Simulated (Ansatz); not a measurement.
HfB2:

```xyz
3
Lattice="3.1400 0.0000 0.0000 -1.5700 2.7193 0.0000 0.0000 0.0000 3.4800" Properties=species:S:1:pos:R:3 pbc="T T T"
Hf    0.0000    0.0000    0.0000
B     1.5700    0.9064    1.7400
B     0.0000    1.8129    1.7400
```

- Program: Ansatz 0.2.0
- Task: relaxation of cell and atoms
- Functional: PBE
- Potentials or basis: Ansatz PAW
- Cutoff: 420 eV (not typed: the program's choice for these potentials)
- k mesh: 10 × 10 × 8
- Occupations: fermi-dirac, width 0.05 eV
- Spin: no spin polarisation
- Hubbard terms: Hf d U = 4 eV

At the start: volume 9.90 Å³/atom.

How do energy, volume and symmetry change on relaxing?

It ends after 5 steps and the volume is 10.14 Å³/atom (+2.4 %); space group P6/mmm (No. 191, to 0.05 Å).

The path:
| step | energy change (eV) | largest force (eV/Å) | volume (Å³) |
| --- | --- | --- | --- |
| 1 | 0.0000 | 0.0000 | 29.71 |
| 2 | -0.0084 | 0.0000 | 30.73 |
| 3 | -0.0141 | 0.0000 | 30.46 |
| 4 | -0.0143 | 0.0000 | 30.41 |
| 5 | -0.0152 | 0.0000 | 30.41 |

Final structure:
```yaml
crystal:
  lattice:
    - [3.15007, 0.00000, 0.00000]
    - [-1.57503, 2.72804, 0.00000]
    - [0.00000, 0.00000, 3.53922]
  atoms:
    - { symbol: Hf, position: [0.00000, 0.00000, 0.00000] }
    - { symbol: B, position: [0.66667, 0.33333, 0.50000] }
    - { symbol: B, position: [0.33333, 0.66667, 0.50000] }
```

Caveat: the plane-wave basis is chosen anew once the cell has moved, so the energies of steps on either side of that aren't comparable; U without spin polarisation on a metal has little footing; the U is typed as a test and isn't derived for this compound.
